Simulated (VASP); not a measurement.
Runs of VASP 6.6.1 on ZrSe2. The structure is trigonal, space group P-3m1 (No. 164). The conventional cell has a = 3.798 Å, b = 3.798 Å, c = 6.192 Å, α = 90.00°, β = 90.00°, γ = 120.00°. Around Zr (site symmetry -3m) lie 6 Se at 2.68 Å. Se (site symmetry 3m) has 3 Zr at 2.68 Å as nearest neighbours. 

```tsv
level	potentials or basis	gap on the mesh (eV)
TB-mBJ	VASP PAW PBE potentials, release 64 (Zr_sv, Se)	(b)
PBE	VASP PAW PBE potentials, release 64 (Zr_sv, Se)	0.37
LDA	VASP PAW LDA potentials, release 64 (Zr_sv, Se)	(a)
r2SCAN	VASP PAW PBE potentials, release 64 (Zr_sv, Se)	0.68
PBEsol	VASP PAW PBE potentials, release 64 (Zr_sv, Se)	0.32
```

Alike in all rows: task band structure; no spin polarisation; cell as given; k mesh 8 × 8 × 6; cutoff (eV) 520; smearing gaussian 0.02 eV.

**Question.** Fill in the values left out.

**Answer.** (a) 0.29; (b) 0.81.

A k mesh can miss the band edges, and the runs leave out spin-orbit coupling on Se, Zr.
